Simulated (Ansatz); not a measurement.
## P under changes of volume

One of the cells (16.144 Å³/atom); the others are scaled copies at fixed shape and fractional positions:

```xyz
2
Lattice="1.7257 0.9963 3.1297 -1.7257 0.9963 3.1297 0.0000 -1.9927 3.1297" Properties=species:S:1:pos:R:3 pbc="T T T"
P     0.0000    0.0000    7.2570
P     0.0000    0.0000    2.1321
```

This isn't the form of P at room conditions, which is orthorhombic.

| Item | Value |
| --- | --- |
| Program | Ansatz 0.2.0 |
| Functional | LDA |
| Potentials or basis | all-electron LAPW, scalar-relativistic |
| Cutoff | 221 eV (chosen from the basis error) |
| Basis error allowed | 0.001 eV/atom |
| k mesh | 9 × 9 × 9 |
| Occupations | fermi-dirac, width 0.05 eV |
| Spin | no spin polarisation |

```csv
volume (Å³/atom),energy over the lowest point (meV/atom),pressure (GPa),largest force (eV/Å)
15.175,3.75,3.0,0.583
15.498,0.00,0.7,0.433
15.821,?,?,?
16.144,4.94,-3.0,0.188
16.467,12.46,-4.6,0.060
16.789,23.15,-6.1,0.066
17.112,36.78,-7.5,0.184
```

**Question.** What does the run at 15.821 Å³/atom give?

**Answer.** Energy over the lowest point 0.58 meV/atom; pressure -1.2 GPa; largest force 0.307 eV/Å.

Worked out: A Birch-Murnaghan fit of order 3 (a polynomial in V^(-2/3)) to the other rows has its minimum at 15.62 Å³/atom with B0 = V·E''(V) = 96 GPa and B' = 3.8 at fixed shape and positions, which overstates the stiffness. It gives 0.58 meV/atom at 15.821 Å³/atom, against the run's 0.58, and -dE/dV = -1.2 GPa, against -1.2.

Energies are extrapolated to zero smearing.
